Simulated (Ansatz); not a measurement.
Take a crystal in which O has been replaced by Se on all its sites, with the cell rescaled by a rough guess (in some cases also distorted within its space group) and nothing relaxed:

```
Sn Se
1.0
     4.51993    0.00000    0.00000
     0.00000    4.51993    0.00000
     0.00000    0.00000    5.74918
Sn Se
2 2
Direct
  0.00000 0.50000 0.23850
  0.50000 0.00000 0.76150
  0.00000 0.00000 0.00000
  0.50000 0.50000 0.00000
```

Computed with Ansatz, DFT PBEsol, scalar-relativistic, plane waves, PAW.

Settings: cutoff 420 eV, Γ-centred mesh 10×10×8 on the computed 4-atom cell, Gaussian smearing of 0.10 eV; no spin polarisation.

**Question.** Will this cell want to expand or contract, and how hard?

**Answer.** The pressure is 11.2 GPa (positive in compression), so the cell would expand.

**Question.** Is it a metal on this mesh?

**Answer.** Yes, a band crosses the Fermi level.

**Question.** What is its energy against the elements in their standard states?

**Answer.** +0.034 eV/atom at this unrelaxed geometry, with the elements in the same functional.

The cell holds layers, and where no dispersion correction was added their binding is poorly described.

This form isn't the usual stable structure of the compound. Closed-shell ions balance this formula, so the missing gap can be the error of a semilocal functional.